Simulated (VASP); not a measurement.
Here is a VASP 6.6.1 calculation.

The input POSCAR:

```
Si
1.0
    3.8321168108      0.0000000000      0.0000000000
   -1.9160584054      3.3187105084      0.0000000000
    0.0000000000      0.0000000000      6.3412386841
Si
4
Direct
    0.3333333333      0.6666666667      0.0630612447
    0.6666666667      0.3333333333      0.5630612447
    0.3333333333      0.6666666667      0.4369387553
    0.6666666667      0.3333333333      0.9369387553
```

Contents of INCAR.step1:

```
  PREC = Accurate
  ENCUT = 520
  EDIFF = 1E-5
  ISMEAR = 0
  SIGMA = 0.01
  LREAL = False
  LASPH = True
  NELM = 100
  ALGO = Normal
  ISIF = 2
  LWAVE = True
  LCHARG = False
  GGA = PE
  NBANDS = 16
```

File INCAR.step2:

```
  PREC = Accurate
  ENCUT = 520
  EDIFF = 1E-7
  ISMEAR = 0
  SIGMA = 0.01
  LREAL = False
  LASPH = True
  NELM = 100
  ALGO = Normal
  ISIF = 2
  LWAVE = False
  LCHARG = False
  GGA = PE
  LHFCALC = True
  HFSCREEN = 0.2079
  PRECFOCK = Normal
  ISTART = 1
  NBANDS = 16
```

Contents of KPOINTS:

```
regular mesh
0
Gamma
  6 6 2
```

Potentials or basis: VASP PAW PBE potentials, release 64 (Si).

Run with:

```console
$ cat potpaw_PBE.64/Si/POTCAR > POTCAR
$ cp INCAR.step1 INCAR
$ mpirun -np 1 vasp_std > vasp.out
$ cp INCAR.step2 INCAR
$ mpirun -np 1 vasp_std > vasp.out
```

**Question.** Estimate the largest force.

**Answer.** 0.048 eV/Å.

**Question.** Predict the pressure.

**Answer.** -0.5 GPa.

**Question.** Predict the band gap on the k mesh.

**Answer.** 0.99 eV, indirect (least direct gap 1.70 eV).

Forces in eV/Å, atoms in the order of the input:
```
Si   0.000  0.000 -0.048
Si   0.000  0.000 -0.048
Si   0.000  0.000  0.048
Si   0.000  0.000  0.048
```

Caveat: the k mesh is coarse (spacing up to 0.50 Å⁻¹), so the values aren't converged, least of all with exact exchange; the PAW data sets were made with another functional, which shifts forces and pressure a little. A k mesh can miss the band edges.
